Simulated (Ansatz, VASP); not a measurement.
This is a calculation of Pb (Lead) for Ansatz 0.2.0. 

input.yaml

```yaml
crystal:
  lattice:
    - [0.0, 2.47502, 2.47502]
    - [2.47502, 0.0, 2.47502]
    - [2.47502, 2.47502, 0.0]
  atoms:
    - { symbol: Pb, position: [0.0, 0.0, 0.0] }
kpoints:
  mp_grid: { grid: [9, 9, 9] }
scf:
  occupations: { method: fermi_dirac, width: 0.05 }
hamiltonian:
  xc: rpbe
  pseudopotentials: { kind: all_electron, lapw: { basis_error: 0.001 } }
output:
  forces: true
  stress: true
relax:
  f_tol: 0.01
  max_steps: 60
  cell: {}
```

Potentials or basis: all-electron LAPW, scalar-relativistic.

Command:

```console
$ ansatz run input.yaml --threads 1 --pin off --max-ram 3072MiB --backend cpu --events-out ev --progress --plain --runs-dir out
```

Q: Translate it to VASP 6.6.1. Potentials or basis there: PBE PAW files Pb_d, 600 eV.

A: As run (cutoffs and basis follow the program's own potentials, and thresholds, step limits or extra output files can differ):

Contents of INCAR:

```
PREC     = Accurate       # precision mode
ENCUT    = 600            # plane-wave cutoff, eV
EDIFF    = 1E-6           # SCF threshold, eV
ISMEAR   = -1             # smearing method
SIGMA    = 0.05           # smearing width, eV
LREAL    = False          # projectors in reciprocal space
LASPH    = True           # aspherical terms in the spheres
NELM     = 60             # most SCF steps
ALGO     = Fast           # electronic algorithm
ISIF     = 3              # what is computed and relaxed
LWAVE    = False          # write WAVECAR
LCHARG   = False          # write CHGCAR
GGA      = RP             # functional
IBRION   = 2              # ionic algorithm
NSW      = 40             # ionic steps
EDIFFG   = -0.005         # ionic threshold
```

KPOINTS

```
Automatic mesh
0
Gamma
  9 9 9
```

File POSCAR:

```
Pb
1.0
    0.0000000000      2.4750200000      2.4750200000
    2.4750200000      0.0000000000      2.4750200000
    2.4750200000      2.4750200000      0.0000000000
Pb
1
Direct
    0.0000000000      0.0000000000      0.0000000000
```

Potentials or basis: VASP PAW PBE potentials, release 64 (Pb_d).

Command:

```bash
$ cat potpaw_PBE.64/Pb_d/POTCAR > POTCAR
$ mpirun -np 1 vasp_std > vasp.out
```

Both were run:

|  | Ansatz | VASP |
| --- | --- | --- |
| Relaxed volume | 33.13 Å³/atom | 33.15 Å³/atom |
| Relaxed cell | a = 3.605 Å, b = 3.605 Å, c = 3.605 Å, α = 60.00°, β = 60.00°, γ = 60.00° | a = 3.606 Å, b = 3.606 Å, c = 3.606 Å, α = 60.00°, β = 60.00°, γ = 60.00° |
| Space group after relaxing | Fm-3m (No. 225) | Fm-3m (No. 225) |
| Pressure after relaxing | 0.0 GPa | 0.0 GPa |

VASP's potentials were made for PBE.

Where Ansatz's input types no cutoff or centring, it takes its own default and a Γ-centred mesh.

Pressure is positive in compression.
